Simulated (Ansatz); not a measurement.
CO2 on a (001) slab of C (R-3m (No. 166)), a single plane, 1 a cell of 47.4 Å², relaxed and still whole (its atoms last):

```
CELL_PARAMETERS angstrom
7.39515 0.00000 0.00000
-3.69757 6.40439 0.00000
0.00000 0.00000 18.00161
ATOMIC_POSITIONS crystal
C 0.55556 0.44444 0.44440
C 0.55603 0.77758 0.44427
C 0.55539 0.11046 0.44452
C 0.88944 0.44428 0.44454
C 0.88877 0.77712 0.44421
C 0.88896 0.11118 0.44437
C 0.22210 0.44380 0.44448
C 0.22227 0.77780 0.44445
C 0.22279 0.11098 0.44437
C 0.44422 0.22167 0.44449
C 0.44489 0.55517 0.44434
C 0.44474 0.88902 0.44444
C 0.77823 0.22183 0.44452
C 0.77801 0.55563 0.44439
C 0.77753 0.88835 0.44419
C 0.11145 0.22238 0.44440
C 0.11095 0.55499 0.44451
C 0.11166 0.88857 0.44429
O 0.99840 0.97192 0.62512
C 0.82801 0.82931 0.62494
O 0.65761 0.68675 0.62521
```

These are results of DFT PBE+D3(BJ), scalar-relativistic, plane waves, PAW in Ansatz 0.2.0, not measurements. Settings: cutoff 420 eV, Γ-centred mesh 3×3×1 on the computed 21-atom cell, Gaussian smearing of 0.05 eV; no spin polarisation. The cell repeats along c with a dipole correction in the vacuum.

It binds with 0.17 eV a molecule against the clean slab and the free molecule (no zero-point or thermal terms); its shortest contact is C–C 3.33 Å. Take first-order desorption with no barrier to adsorption, no reaction on the face and an assumed prefactor of 10^13 s⁻¹.

(1) How long does a molecule stay at 400 K?

(2) Where does its peak lie in a desorption experiment heated at 1 K/s?

(3) Is this physisorption or chemisorption?

Answers

(1) τ = ν⁻¹·exp(E/k_BT) with k_BT = 0.0345 eV: E/k_BT = 4.9, so τ ≈ 1×10^-11 s. At about one hit a site a second (10⁻⁶ mbar) the coverage is near τ × 1 s⁻¹, so a layer needs more than atmospheric pressure.

(2) The peak obeys E/(k_B·T_p²) = (ν/β)·exp(−E/k_BT_p). Solving gives T_p ≈ 64 K (E/k_BT_p = 30.7). An error of 0.1 eV in E moves it by about 38 K, and larger molecules have larger prefactors, which lowers it.

(3) The tightest contact, C–C 3.33 Å, is 2.19 times the sum of covalent radii, and deformation and lateral interaction add up to 0.00 eV; under 0.01 e cross the plane between them. This is physisorption.